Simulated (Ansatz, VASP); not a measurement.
# Two plane-wave programs on Al2O3

INCAR

```
SYSTEM = Al2O3
PREC     = Accurate       ! precision mode
ENCUT    = 520            ! plane-wave cutoff, eV
EDIFF    = 1E-7           ! SCF threshold, eV
ISMEAR   = -1             ! smearing method
SIGMA    = 0.05           ! smearing width, eV
LREAL    = .False.        ! projectors in reciprocal space
LASPH    = .True.         ! aspherical terms in the spheres
NELM     = 100            ! most SCF steps
ALGO     = Normal         ! electronic algorithm
ISIF     = 2              ! what is computed and relaxed
LWAVE    = .False.        ! write WAVECAR
LCHARG   = .False.        ! write CHGCAR
GGA      = RP             ! functional
NBANDS   = 35             ! bands
```

KPOINTS

```
regular mesh
0
Gamma
  5 3 7
  0 0 0
```

The input POSCAR:

```
Al2O3
1.0
    4.6137770000      0.0000000000      0.0000000000
    0.0000000000      9.5632790000      0.0000000000
    0.0000000000      0.0000000000      3.1198620000
Al O
4 6
Direct
    0.9829750000      0.8245730000      0.0000000000
    0.0170250000      0.1754270000      0.0000000000
    0.4829750000      0.6754270000      0.5000000000
    0.5170250000      0.3245730000      0.5000000000
    0.5000000000      0.5000000000      0.5000000000
    0.1236350000      0.7530500000      0.5000000000
    0.3763650000      0.2530500000      0.0000000000
    0.6236350000      0.7469500000      0.0000000000
    0.0000000000      0.0000000000      0.0000000000
    0.8763650000      0.2469500000      0.5000000000
```

File KPOINTS_OPT:

```
path GXSYGZURTZ,YT,UX,SR
15
line-mode
reciprocal
 0.0000000000  0.0000000000  0.0000000000  G
 0.0000000000  0.0000000000  0.5000000000  X

 0.0000000000  0.0000000000  0.5000000000  X
 0.5000000000  0.0000000000  0.5000000000  S

 0.5000000000  0.0000000000  0.5000000000  S
 0.5000000000  0.0000000000  0.0000000000  Y

 0.5000000000  0.0000000000  0.0000000000  Y
 0.0000000000  0.0000000000  0.0000000000  G

 0.0000000000  0.0000000000  0.0000000000  G
 0.0000000000  0.5000000000  0.0000000000  Z

 0.0000000000  0.5000000000  0.0000000000  Z
 0.0000000000  0.5000000000  0.5000000000  U

 0.0000000000  0.5000000000  0.5000000000  U
 0.5000000000  0.5000000000  0.5000000000  R

 0.5000000000  0.5000000000  0.5000000000  R
 0.5000000000  0.5000000000  0.0000000000  T

 0.5000000000  0.5000000000  0.0000000000  T
 0.0000000000  0.5000000000  0.0000000000  Z

 0.5000000000  0.0000000000  0.0000000000  Y
 0.5000000000  0.5000000000  0.0000000000  T

 0.0000000000  0.5000000000  0.5000000000  U
 0.0000000000  0.0000000000  0.5000000000  X

 0.5000000000  0.0000000000  0.5000000000  S
 0.5000000000  0.5000000000  0.5000000000  R
```

Contents of input.yaml:

```yaml
crystal:
  lattice:
    - [4.613777, 0.0, 0.0]
    - [0.0, 9.563279, 0.0]
    - [0.0, 0.0, 3.119862]
  atoms:
    - { symbol: Al, position: [0.982975, 0.824573, 0.0] }
    - { symbol: Al, position: [0.017025, 0.175427, 0.0] }
    - { symbol: Al, position: [0.482975, 0.675427, 0.5] }
    - { symbol: Al, position: [0.517025, 0.324573, 0.5] }
    - { symbol: O, position: [0.5, 0.5, 0.5] }
    - { symbol: O, position: [0.123635, 0.75305, 0.5] }
    - { symbol: O, position: [0.376365, 0.25305, 0.0] }
    - { symbol: O, position: [0.623635, 0.74695, 0.0] }
    - { symbol: O, position: [0.0, 0.0, 0.0] }
    - { symbol: O, position: [0.876365, 0.24695, 0.5] }
hamiltonian:
  xc: rpbe
  pseudopotentials: { kind: paw }
kpoints:
  mp_grid: { grid: [5, 3, 7] }
  band_path:
    path:
      - [[0.0, 0.0, 0.0], [0.0, 0.0, 0.5], [0.5, 0.0, 0.5], [0.5, 0.0, 0.0], [0.0, 0.0, 0.0], [0.0, 0.5, 0.0], [0.0, 0.5, 0.5], [0.5, 0.5, 0.5], [0.5, 0.5, 0.0], [0.0, 0.5, 0.0]]
      - [[0.5, 0.0, 0.0], [0.5, 0.5, 0.0]]
      - [[0.0, 0.5, 0.5], [0.0, 0.0, 0.5]]
      - [[0.5, 0.0, 0.5], [0.5, 0.5, 0.5]]
    npoints: 10
scf:
  occupations: { method: fermi_dirac, width: 0.05 }
  n_extra_bands: 25
output:
  forces: true
  stress: true
  eigenvalues: true
  fatbands: false
```

Measurements of this composition are mostly on another form, of space group No. 167.

Alike in both runs: task band structure; functional RPBE; k mesh 5 × 3 × 7; occupations fermi-dirac, width 0.05 eV; no spin polarisation.

```csv
,VASP,Ansatz
version,VASP 6.6.1,Ansatz 0.2.0
potentials or method,"VASP PAW PBE potentials, release 64 (Al, O)",Ansatz PAW
plane-wave cutoff (eV),520,420
valence electrons in the cell,48,48
```

VASP gave:

```
gap on the k mesh at the Fermi level (eV)       : 3.68
least direct gap on the mesh (eV)               : 3.68
gap along the band path (eV)                    : 3.68
pressure (GPa)                                  : 2.6
largest component of the traceless stress (GPa) : 2.85
rms of the force components (eV/Å)              : 0.082
```

Task: Estimate Ansatz's values.

Result: gap on the k mesh at the Fermi level (eV): 3.69; least direct gap on the mesh (eV): 3.69; gap along the band path (eV): 3.69; pressure (GPa): 3.0; largest component of the traceless stress (GPa): 2.74; rms of the force components (eV/Å): 0.082.

Atom by atom the forces differ by 0.007 eV/Å (rms over components).

Caveats: the PAW data sets were made with another functional, which shifts forces and pressure a little (VASP); the pressure holds a Pulay correction of +0.5 GPa for the finite cutoff (Ansatz); the PAW data sets come from PBE, with cores solved anew for the run's functional, which leaves a small shift of forces and pressure (Ansatz).
